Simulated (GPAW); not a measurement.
A run of GPAW 26.7.0:

The input run.py:

```python
from ase import Atoms
from ase.dft.bandgap import bandgap
from ase.io import write
from ase.parallel import parprint
from gpaw import GPAW, PW

atoms = Atoms(['Ta', 'N'],
              cell=[[0.0, 2.49114377, 2.49114377],
                    [2.49114377, 0.0, 2.49114377],
                    [2.49114377, 2.49114377, 0.0]],
              scaled_positions=[[0.0, 0.0, 0.0],
                                [0.25, 0.25, 0.25]],
              pbc=True)

calc = GPAW(mode=PW(600),
            xc={'name': '0.900_GGA_X_PBE+1.0_GGA_C_PBE', 'fraction': 0.1, 'omega': 0.0, 'backend': 'pw'},
            kpts={'size': (3, 3, 3), 'gamma': True},
            occupations={'name': 'fermi-dirac', 'width': 0.05},
            nbands=15,
            convergence={'density': 1e-05, 'energy': 1e-05},
            maxiter=60,
            txt='gpaw.txt')
atoms.calc = calc
energy = atoms.get_potential_energy()
calc.write('gs.gpw')
write('result.traj', atoms)
parprint(f'Energy: {energy:.6f} eV')
parprint('Fermi level:', round(calc.get_fermi_level(), 4), 'eV')
parprint(f'Gap: {bandgap(calc)[0]:.4f} eV, direct: {bandgap(calc, direct=True)[0]:.4f} eV')
```

Potentials or basis: GPAW PAW data sets (gpaw-data 1.2.1), pw.

Launch:

```bash
$ OMP_NUM_THREADS=1 mpirun -n 4 gpaw python run.py
```

Hardware: 4 MPI ranks on Arm Neoverse V2 (shared host).

Problem. How long does it take, and how much memory?

Solution. Wall time 72 s on 4 MPI ranks on Arm Neoverse V2, with other jobs on the host, peak memory 0.18 GiB a rank. Counts: scf iterations 15, plane waves 1044, bands 15, k points 4.
